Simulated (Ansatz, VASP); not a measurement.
One calculation of HfC, two programs

```xyz
2
Lattice="0.0000 2.3250 2.3250 2.3250 0.0000 2.3250 2.3250 2.3250 0.0000" Properties=species:S:1:pos:R:3 pbc="T T T"
Hf    2.3250    2.3250    2.3250
C     0.0000    0.0000    0.0000
```

Alike in both runs: functional PBEsol; k mesh 10 × 10 × 10; occupations fermi-dirac, width 0.05 eV; non-collinear spin, spin-orbit coupling.

|  | VASP | Ansatz |
| --- | --- | --- |
| version | VASP 6.6.1 | Ansatz 0.2.0 |
| potentials or method | VASP PAW PBE potentials, release 64 (Hf_pv, C) | Ansatz PAW |
| plane-wave cutoff (eV) | 520 | 420 |
| valence electrons in the cell | 14 | 30 |
| task | single point | band structure |

Ansatz gave:

| Item | Value |
| --- | --- |
| gap on the k mesh at the Fermi level (eV) | none |
| pressure (GPa) | -7.2 |
| net moment per atom (μB) | 0.00 |

Q: What did VASP give for the same quantities?

A: gap on the k mesh at the Fermi level (eV): none; pressure (GPa): -7.1; net moment per atom (μB): 0.00.

A gap of «none» marks a metal or a gap that the smearing closes. The functional is the same, so the differences come from potentials, cutoffs and numerics. The two sets of potentials don't hold the same shells in valence.

Caveats: the PAW data sets were made with another functional, which shifts forces and pressure a little (VASP); the PAW data sets come from PBE, with cores solved anew for the run's functional, which leaves a small shift of forces and pressure (Ansatz).
